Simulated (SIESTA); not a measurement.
The system is GaAs.

```xyz
2
Lattice="0.0000 2.8268 2.8268 2.8268 0.0000 2.8268 2.8268 2.8268 0.0000" Properties=species:S:1:pos:R:3 pbc="T T T"
As    4.2403    4.2403    4.2403
Ga    0.0000    0.0000    0.0000
```

Base run:

| Item | Value |
| --- | --- |
| Program | SIESTA 5.4.2 |
| Functional | vdW-DF-cx |
| Potentials or basis | PseudoDojo 0.4 standard (PBE files) |
| Basis | DZP (energy shift 0.003 Ry; two zetas on semicore shells) |
| Grid cutoff | 800 Ry |
| Energy shift | 0.003 Ry |
| k mesh | 8 × 8 × 8 |
| Occupations | fermi-dirac, width 0.05 eV |
| Spin | no spin polarisation |

Its results: band gap on the k mesh 0.58 eV, direct; pressure 2.2 GPa.

Task: The run is repeated on the same cell with these changes: functional from vdW-DF-cx to AM05; potentials or basis from PseudoDojo 0.4 standard (PBE files) to PseudoDojo 0.4 standard (PBEsol files). What comes out?

Result: Band gap on the k mesh 0.62 eV, direct; pressure 1.1 GPa.

Caveats: the potentials were made for another functional, which shifts forces and pressure; the basis of atomic orbitals isn't converged, which shifts pressures, moduli and gaps.
